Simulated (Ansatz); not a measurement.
## La2O3 (P-3m1) at 3 levels of theory

One geometry, relaxed with PBE; plane waves with PAW potentials in Ansatz, scalar-relativistic unless the row names spin-orbit coupling. No spin polarisation but for the spin–orbit row. Gaps are the least over mesh and band path; pressure is positive in compression.

```cif
data_structure
_symmetry_space_group_name_H-M 'P 1'
_symmetry_Int_Tables_number 1
_cell_length_a 3.9404
_cell_length_b 3.9404
_cell_length_c 6.1875
_cell_angle_alpha 90.000
_cell_angle_beta 90.000
_cell_angle_gamma 120.000
_cell_volume 83.20
loop_
_atom_site_label
_atom_site_type_symbol
_atom_site_fract_x
_atom_site_fract_y
_atom_site_fract_z
_atom_site_occupancy
La1 La 0.66667 0.33333 0.75263 1
La2 La 0.33333 0.66667 0.24737 1
O1 O 0.66667 0.33333 0.35470 1
O2 O 0.33333 0.66667 0.64530 1
O3 O 0.00000 0.00000 0.00000 1
```

| level | cutoff (eV) | k mesh | gap (eV) | pressure (GPa) |
| --- | --- | --- | --- | --- |
| PBE | 420 | 6×6×4 | 3.83 | 0.0 |
| PBE with spin-orbit coupling | 420 | 6×6×4 | 3.82 | 0.0 |
| LDA | 420 | 6×6×4 | 3.73 | -8.0 |

Spin-orbit coupling matters for the bands of heavy elements and enters only rows that name it.

It was relaxed from a Materials Project cell.
